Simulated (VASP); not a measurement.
## Relaxed cell of CdS (Greenockite): a test of cutoff and mesh

How far does the relaxed cell of CdS (Greenockite) depend on cutoff and k mesh? The starting structure is a measured crystal structure from the Crystallography Open Database. The first relaxation on each setting starts from this cell expanded by 3 % in volume.

Program: VASP 6.6.1. Level of theory: Kohn-Sham DFT with plane waves and PAW; PBEsol. Results are calculated unless marked as measured.

The database entry behind the starting cell differs from later determinations by our own check (about 0.35 % long), so it need not match the best structure at ambient conditions.

### 1. The starting structure

Symmetry: P6_3mc, No. 186, hexagonal system. The conventional cell has a = 4.150 Å, b = 4.150 Å, c = 6.737 Å, α = 90.00°, β = 90.00°, γ = 120.00°. Nearest to Cd lie 4 S at 2.53 to 2.54 Å. Nearest to S lie 4 Cd at 2.53 to 2.54 Å. Farther neighbours and most contacts between anions are not listed.

Structure file:

```cif
data_structure
_symmetry_space_group_name_H-M 'P 1'
_symmetry_Int_Tables_number 1
_cell_length_a 4.1500
_cell_length_b 4.1500
_cell_length_c 6.7370
_cell_angle_alpha 90.000
_cell_angle_beta 90.000
_cell_angle_gamma 120.000
_cell_volume 100.48
loop_
_atom_site_label
_atom_site_type_symbol
_atom_site_fract_x
_atom_site_fract_y
_atom_site_fract_z
_atom_site_occupancy
Cd1 Cd 0.66667 0.33333 0.50000 1
Cd2 Cd 0.33333 0.66667 0.00000 1
S3 S 0.66667 0.33333 0.87500 1
S4 S 0.33333 0.66667 0.37500 1
```

### 2. Reference relaxation

This run starts from the cell of an earlier relaxation, which isn't shown; the restart sets up the plane waves anew.

File INCAR:

```
SYSTEM = CdS
PREC = Accurate
ENCUT = 450
EDIFF = 1E-06
NELM = 100
ISMEAR = 0
SIGMA = 0.03
LREAL = .FALSE.
ALGO = Normal
GGA = PS
NBANDS = 24
LORBIT = 11
LWAVE = .FALSE.
LCHARG = .FALSE.
KPAR = 4
IBRION = 2
NSW = 50
ISIF = 3
EDIFFG = -0.006
```

File POSCAR:

```
CdS
1.0
    4.1310798638      0.0000000000      0.0000000000
   -2.0655399319      3.5776201071      0.0000000000
    0.0000000000      0.0000000000      6.7206946961
Cd S
2 2
Direct
    0.6666666667      0.3333333333      0.4992762409
    0.3333333333      0.6666666667      0.9992762409
    0.6666666667      0.3333333333      0.8757237591
    0.3333333333      0.6666666667      0.3757237591
```

File KPOINTS:

```
Automatic mesh
0
Gamma
6 6 4
0 0 0
```

Potentials, in the order of the species: Cd and S (PBE family, release 64).

Command:

```bash
$ mpirun -np 4 vasp_std
```

The program printed:

```text
[banner, memory and clock lines left out]
running    4 mpi-ranks, on    1 nodes
 distrk:  each k-point on    1 cores,    4 groups
 distr:  one band on    1 cores,    1 groups

 POSCAR found type information on POSCAR CdS
 POSCAR found :  2 types and       4 ions
|                                                                             |
|               ----> ADVICE to this user running VASP <----                  |
|                                                                             |
|     You enforced a specific xc type in the INCAR file but a different       |
|     [... a line on the potential file left out ...]
|     I HOPE YOU KNOW WHAT YOU ARE DOING!                                     |
|                                                                             |

 LDA part: xc-table for (Slater+PW92), standard interpolation
 POSCAR, INCAR and KPOINTS ok, starting setup
 FFT: planning ... GRIDC
 FFT: planning ... GRID_SOFT
 FFT: planning ... GRID
 WAVECAR not read
 entering main loop
       N       E                     dE             d eps       ncg     rms          rms(c)
DAV:   1     0.227232899470E+03    0.22723E+03   -0.16537E+04  1008   0.123E+03
DAV:   2    -0.321296394008E+01   -0.23045E+03   -0.22416E+03  1192   0.319E+02
DAV:   3    -0.145191893680E+02   -0.11306E+02   -0.11269E+02  1232   0.730E+01
DAV:   4    -0.146253028257E+02   -0.10611E+00   -0.10608E+00  1200   0.695E+00
DAV:   5    -0.146272286666E+02   -0.19258E-02   -0.19258E-02  1240   0.886E-01    0.110E+01
DAV:   6    -0.136580592347E+02    0.96917E+00   -0.20969E+00  1360   0.163E+01    0.865E+00
DAV:   7    -0.136382570393E+02    0.19802E-01   -0.73387E-01  1096   0.484E+00    0.379E+00
DAV:   8    -0.136309926587E+02    0.72644E-02   -0.10957E-01  1248   0.345E+00    0.516E-01
DAV:   9    -0.136290858816E+02    0.19068E-02   -0.19075E-02  1240   0.178E+00    0.148E-01
DAV:  10    -0.136290668662E+02    0.19015E-04   -0.13137E-03  1256   0.391E-01    0.899E-02
DAV:  11    -0.136290861136E+02   -0.19247E-04   -0.10660E-04  1256   0.665E-02    0.915E-02
DAV:  12    -0.136290961609E+02   -0.10047E-04   -0.13904E-05  1200   0.235E-02    0.625E-02
DAV:  13    -0.136291630405E+02   -0.66880E-04   -0.77649E-05  1048   0.454E-02    0.568E-02
DAV:  14    -0.136291588223E+02    0.42182E-05   -0.68578E-06  1256   0.330E-02    0.454E-02
DAV:  15    -0.136291544776E+02    0.43447E-05   -0.18600E-05  1128   0.192E-02    0.174E-02
DAV:  16    -0.136291544893E+02   -0.11760E-07   -0.40359E-07   632   0.428E-03
   1 F= -.13629154E+02 E0= -.13629154E+02  d E =-.136292E+02
 curvature:   0.00 expect dE= 0.000E+00 dE for cont linesearch  0.000E+00
 trial: gam= 0.00000 g(F)=  0.102E-05 g(S)=  0.442E-05 ort = 0.000E+00 (trialstep = 0.100E+01)
 search vector abs. value=  0.544E-05
 reached required accuracy - stopping structural energy minimisation
```

Run time: 43 s. Hardware: 4 MPI ranks of AMD EPYC 7R43, shared host; peak memory 0.71 GiB; 2.8 min of CPU time.

The logs omit lines about the potential files and the build; timing stands in the text.

OUTCAR, selected parts (step 2):

```text
ion  position               nearest neighbor table
   1  0.667  0.333  0.499-   4 2.53   4 2.53   4 2.53   3 2.53
   2  0.333  0.667  0.999-   3 2.53   3 2.53   3 2.53   4 2.53
   3  0.667  0.333  0.876-   2 2.53   2 2.53   2 2.53   1 2.53
   4  0.333  0.667  0.376-   1 2.53   1 2.53   1 2.53   2 2.53

  LATTYP: Found a hexagonal cell.
 ALAT       =     4.1310798638
 C/A-ratio  =     1.6268614788

 Subroutine GETGRP returns: Found 12 space group operations
 (whereof  6 operations were pure point group operations)

The static configuration has the point symmetry C_3v.
 The point group associated with its full space group is C_6v.

 Found     21 irreducible k-points:

   k-points           NKPTS =     21   k-points in BZ     NKDIM =     21   number of bands    NBANDS=     24

   dimension x,y,z NGX =    30 NGY =   30 NGZ =   48
   dimension x,y,z NGXF=    60 NGYF=   60 NGZF=   96

   ENCUT  =  450.0 eV  33.07 Ry    5.75 a.u.   7.15  7.15 11.62*2*pi/ulx,y,z

   NELECT =      36.0000    total number of electrons

 k-points in reciprocal lattice and weights: Automatic mesh
   0.00000000  0.00000000  0.00000000       0.007
   0.16666667  0.00000000  0.00000000       0.042
   0.33333333  0.00000000  0.00000000       0.042
   0.50000000  0.00000000  0.00000000       0.021
   0.16666667  0.16666667  0.00000000       0.042
   0.33333333  0.16666667  0.00000000       0.083
   0.33333333  0.33333333  0.00000000       0.014
   0.00000000  0.00000000  0.25000000       0.014
   0.16666667  0.00000000  0.25000000       0.083
[...]
0.33333333  0.16666667  0.50000000       0.083
   0.33333333  0.33333333  0.50000000       0.014

 average (electrostatic) potential at core
       1 -39.1853       2 -39.1853       3 -89.3034       4 -89.3034

 E-fermi :   1.3430

 k-point     1 :       0.0000    0.0000    0.0000
  band No.  band energies     occupation
    ...
     14       0.4295      2.00000
     15       0.4295      2.00000
     16       1.1564      2.00000
     17       1.2034      2.00000
     18       1.2034      2.00000
     19       2.2877      0.00000
     20       3.8784      0.00000
     21       7.5800      0.00000
     22       7.5800      0.00000
     23       7.8845      0.00000
    ...

 k-point     2 :       0.1667    0.0000    0.0000
  band No.  band energies     occupation
    ...
     14      -0.5723      2.00000
     15      -0.0381      2.00000
     16       0.1038      2.00000
     17       0.9501      2.00000
     18       1.0098      2.00000
     19       3.4640      0.00000
     20       4.7668      0.00000
     21       6.8492      0.00000
     22       7.9099      0.00000
     23       7.9553      0.00000
    ...

 k-point     3 :       0.3333    0.0000    0.0000
  band No.  band energies     occupation
    ...
     14      -1.8312      2.00000
     15      -1.3904      2.00000
     16      -0.4590      2.00000
     17       0.3564      2.00000
     18       0.6214      2.00000
     19       4.5480      0.00000
     20       5.0924      0.00000
     21       6.4622      0.00000
     22       7.3130      0.00000
     23       8.2040      0.00000
    ...

  Total       -0.0135396     -0.0135396      0.0003085      0.0000000      0.0000000      0.0000000
  in kB       -0.2183955     -0.2183955      0.0049758      0.0000000      0.0000000      0.0000000
  external PRESSURE =      -0.1439384 kB  Pullay stress =       0.0000000 kB

  energy-cutoff  :      450.00
  volume of cell :       99.33
      direct lattice vectors                 reciprocal lattice vectors
     4.131079864  0.000000000  0.000000000     0.242067458  0.139757712  0.000000000
    -2.065539932  3.577620107  0.000000000     0.000000000  0.279515424  0.000000000
     0.000000000  0.000000000  6.720694696     0.000000000  0.000000000  0.148794142

 POSITION                                       TOTAL-FORCE (eV/Angst)
 -----------------------------------------------------------------------------------
      2.06554      1.19254      3.35548         0.000000     -0.000000     -0.002300
     -0.00000      2.38508      6.71583        -0.000000      0.000000     -0.002300
      2.06554      1.19254      5.88547         0.000000     -0.000000      0.002300
     -0.00000      2.38508      2.52512        -0.000000      0.000000      0.002300
 -----------------------------------------------------------------------------------
    total drift:                               -0.000000     -0.000000      0.000547

  FREE ENERGIE OF THE ION-ELECTRON SYSTEM (eV)
  ---------------------------------------------------
  free  energy   TOTEN  =       -13.6291544893 eV

  energy  without entropy=      -13.6291544893  energy(sigma->0) =      -13.62915449

 reached required accuracy - stopping structural energy minimisation

 total charge
# of ion       s       p       d       tot
------------------------------------------
    1        0.430   0.330   9.560  10.320
    2        0.430   0.330   9.560  10.320
    3        1.318   2.376   0.000   3.693
    4        1.318   2.376   0.000   3.693
--------------------------------------------------
tot          3.495   5.412  19.121  28.028

[... 3 further parts left out ...]
```

The PAW data sets were made with PBE, which is usual practice but a small mismatch for other functionals. The run keeps the 12 symmetry operations of its start, so it cannot find a distortion of lower symmetry.

The reference relaxation ends at 24.832 Å³ an atom.

### 3. Relaxation with a cutoff of 270 eV

Against step 2 the input has ENCUT = 270. This run starts from the cell of an earlier relaxation, which isn't shown; the restart sets up the plane waves anew.

INCAR, as its differences from that of step 2:

```diff
@@ -2,3 +2,3 @@
 PREC = Accurate
-ENCUT = 450
+ENCUT = 270
 EDIFF = 1E-06
```

File POSCAR:

```
CdS
1.0
    4.1135309151      0.0000000000      0.0000000000
   -2.0567654576      3.5624222718      0.0000000000
    0.0000000000      0.0000000000      6.6936752637
Cd S
2 2
Direct
    0.6666666667      0.3333333333      0.4993446262
    0.3333333333      0.6666666667      0.9993446262
    0.6666666667      0.3333333333      0.8756553738
    0.3333333333      0.6666666667      0.3756553738
```

KPOINTS is that of step 2.

Command:

```bash
$ mpirun -np 4 vasp_std
```

The program printed:

```text
[banner, memory and clock lines left out]
running    4 mpi-ranks, on    1 nodes
[...]
[... a notice as in an earlier step ...]

 LDA part: xc-table for (Slater+PW92), standard interpolation
 POSCAR, INCAR and KPOINTS ok, starting setup
[...]
entering main loop
       N       E                     dE             d eps       ncg     rms          rms(c)
DAV:   1     0.151358725839E+03    0.15136E+03   -0.12790E+04  1056   0.825E+02
DAV:   2    -0.820097169110E+01   -0.15956E+03   -0.15683E+03  1184   0.247E+02
DAV:   3    -0.145442110302E+02   -0.63432E+01   -0.63264E+01  1248   0.498E+01
DAV:   4    -0.145976464315E+02   -0.53435E-01   -0.53424E-01  1232   0.455E+00
[...]
DAV:  12    -0.135994936606E+02   -0.58044E-04   -0.81717E-05  1088   0.664E-02    0.440E-02
DAV:  13    -0.135994906336E+02    0.30270E-05   -0.12140E-05  1272   0.312E-02    0.801E-03
DAV:  14    -0.135994909683E+02   -0.33470E-06   -0.32027E-07   752   0.363E-03
   1 F= -.13599491E+02 E0= -.13599491E+02  d E =-.135995E+02
[...]
DAV:   7    -0.136000305755E+02    0.13833E-05   -0.16394E-06   928   0.922E-03    0.122E-02
DAV:   8    -0.136000313378E+02   -0.76232E-06   -0.10253E-06   728   0.637E-03
   2 F= -.13600031E+02 E0= -.13600031E+02  d E =-.540369E-03
 trial-energy change:   -0.000540  1 .order   -0.000499   -0.012191    0.011193
 step:   0.5240(harm=  0.5213)  dis= 0.00009  next Energy=   -13.602691 (dE=-0.320E-02)
[...]
N       E                     dE             d eps       ncg     rms          rms(c)
DAV:   1    -0.136359241521E+02   -0.35894E-01   -0.69948E-01  1040   0.840E+00    0.130E+00
DAV:   2    -0.136063832714E+02    0.29541E-01   -0.71606E-02  1088   0.312E+00    0.512E-01
DAV:   3    -0.136031948875E+02    0.31884E-02   -0.85750E-03  1088   0.802E-01    0.432E-01
DAV:   4    -0.136027770052E+02    0.41788E-03   -0.53365E-04  1008   0.163E-01    0.878E-02
DAV:   5    -0.136026924925E+02    0.84513E-04   -0.32760E-04  1264   0.208E-01    0.293E-02
DAV:   6    -0.136026919512E+02    0.54129E-06   -0.31022E-05  1040   0.499E-02    0.112E-02
DAV:   7    -0.136026920769E+02   -0.12570E-06   -0.67410E-07   688   0.571E-03
   3 F= -.13602692E+02 E0= -.13602692E+02  d E =-.320111E-02
[...]
reached required accuracy - stopping structural energy minimisation
```

Elapsed: 16 s, on 4 MPI ranks; peak memory 0.52 GiB.

OUTCAR, selected parts (step 3):

```text
  Total       -0.0072836     -0.0072836     -0.0042219      0.0000000      0.0000000      0.0000000
  in kB       -0.1202871     -0.1202871     -0.0697236      0.0000000      0.0000000      0.0000000
  external PRESSURE =      -0.1034326 kB  Pullay stress =       0.0000000 kB

 POSITION                                       TOTAL-FORCE (eV/Angst)
 -----------------------------------------------------------------------------------
      2.04918      1.18309      3.33024        -0.000000     -0.000000     -0.001464
     -0.00000      2.36619      6.66494        -0.000000     -0.000000     -0.001464
      2.04918      1.18309      5.84018         0.000000      0.000000      0.001464
     -0.00000      2.36619      2.50548         0.000000      0.000000      0.001464
 -----------------------------------------------------------------------------------
    total drift:                               -0.000001     -0.000001      0.000232

  FREE ENERGIE OF THE ION-ELECTRON SYSTEM (eV)
  ---------------------------------------------------
  free  energy   TOTEN  =       -13.6026920769 eV

  energy  without entropy=      -13.6026920769  energy(sigma->0) =      -13.60269208

[... 2 parts as in an earlier step ...]

[... 2 further parts left out ...]
[key lines of the parts left out:]
E-fermi :   1.6059
```

With a cutoff of 270 eV the cell ends at 24.254 Å³ an atom, -2.33 % from the reference, and since the restart alone still moved it by -1.1 % it may not have settled.

### 4. Relaxation with a 3×3×2 mesh

Against step 2 the input has a 3×3×2 mesh (also changed: KPAR and NCORE). This run starts from the cell of an earlier relaxation, which isn't shown; the restart sets up the plane waves anew.

INCAR, as its differences from that of step 3:

```diff
@@ -2,3 +2,3 @@
 PREC = Accurate
-ENCUT = 270
+ENCUT = 450
 EDIFF = 1E-06
@@ -14,3 +14,4 @@
 LCHARG = .FALSE.
-KPAR = 4
+KPAR = 2
+NCORE = 2
 IBRION = 2
```

File POSCAR:

```
CdS
1.0
    4.1540404139      0.0000000000      0.0000000000
   -2.0770202070      3.5975045268      0.0000000000
    0.0000000000      0.0000000000      6.6847368129
Cd S
2 2
Direct
    0.6666666667      0.3333333333      0.4987485475
    0.3333333333      0.6666666667      0.9987485475
    0.6666666667      0.3333333333      0.8762514525
    0.3333333333      0.6666666667      0.3762514525
```

File KPOINTS:

```
Automatic mesh
0
Gamma
3 3 2
0 0 0
```

Command:

```bash
$ mpirun -np 4 vasp_std
```

The program printed:

```text
[banner, memory and clock lines left out]
running    4 mpi-ranks, on    1 nodes
[...]
[... a notice as in an earlier step ...]

 LDA part: xc-table for (Slater+PW92), standard interpolation
 POSCAR, INCAR and KPOINTS ok, starting setup
[...]
entering main loop
       N       E                     dE             d eps       ncg     rms          rms(c)
DAV:   1     0.226750985068E+03    0.22675E+03   -0.16684E+04   288   0.124E+03
DAV:   2    -0.298741396053E+01   -0.22974E+03   -0.22476E+03   320   0.320E+02
DAV:   3    -0.144059247086E+02   -0.11419E+02   -0.11378E+02   344   0.733E+01
DAV:   4    -0.145146640662E+02   -0.10874E+00   -0.10871E+00   344   0.689E+00
[...]
DAV:  12    -0.134609581838E+02   -0.62619E-04   -0.90392E-05   304   0.452E-02    0.351E-02
DAV:  13    -0.134609593611E+02   -0.11773E-05   -0.14641E-05   352   0.211E-02    0.559E-03
DAV:  14    -0.134609599871E+02   -0.62606E-06   -0.98109E-07   280   0.604E-03
   1 F= -.13460960E+02 E0= -.13460960E+02  d E =-.134610E+02
[...]
N       E                     dE             d eps       ncg     rms          rms(c)
DAV:   1    -0.134611696843E+02   -0.21032E-03   -0.44197E-03   312   0.693E-01    0.108E-01
DAV:   2    -0.134609822431E+02    0.18744E-03   -0.49110E-04   312   0.279E-01    0.386E-02
DAV:   3    -0.134609642025E+02    0.18041E-04   -0.50807E-05   312   0.621E-02    0.325E-02
DAV:   4    -0.134609636012E+02    0.60127E-06   -0.32797E-06   240   0.143E-02
   2 F= -.13460964E+02 E0= -.13460964E+02  d E =-.361410E-05
 trial-energy change:   -0.000004  1 .order   -0.000014   -0.000017   -0.000010
 step:   2.4477(harm=  2.4477)  dis= 0.00005  next Energy=   -13.460981 (dE=-0.213E-04)
 reached required accuracy - stopping structural energy minimisation
```

Run time: 7.6 s. Hardware: 4 MPI ranks; peak memory 0.57 GiB.

OUTCAR, selected parts (step 4):

```text
  Total       -0.0114917     -0.0114917     -0.0158239      0.0000000      0.0000000      0.0000000
  in kB       -0.1844485     -0.1844485     -0.2539837      0.0000000      0.0000000      0.0000000
  external PRESSURE =      -0.2076269 kB  Pullay stress =       0.0000000 kB

 POSITION                                       TOTAL-FORCE (eV/Angst)
 -----------------------------------------------------------------------------------
      2.07655      1.19890      3.33293         0.000000     -0.000000     -0.000946
     -0.00000      2.39780      6.67419        -0.000000      0.000000     -0.000946
      2.07655      1.19890      5.85556        -0.000000     -0.000000      0.000946
     -0.00000      2.39780      2.51429         0.000000      0.000000      0.000946
 -----------------------------------------------------------------------------------
    total drift:                               -0.000000     -0.000000     -0.000302

  FREE ENERGIE OF THE ION-ELECTRON SYSTEM (eV)
  ---------------------------------------------------
  free  energy   TOTEN  =       -13.4609636012 eV

  energy  without entropy=      -13.4609636012  energy(sigma->0) =      -13.46096360

[... 1 part as in an earlier step ...]

[... 3 further parts left out ...]
[key lines of the parts left out:]
E-fermi :   1.3864
```

With a 3×3×2 mesh the cell ends at 24.955 Å³ an atom, +0.50 % from the reference, a by +0.5 % and c by -0.6 %.

(Part 1 of 2 ends here.)

[Lines on the potential files, build, host, timing and source positions are cut from VASP's logs without a mark.]

[Logs are printed without paths, hosts, clocks, repeated set-up lines and the standing remarks that a program may print on its own settings, such as how far it seeks lower states.]

[Hosts, paths, dates, database ids (printed as entryN), source tags and the programs' standing remarks are cut or masked in the printed files.]
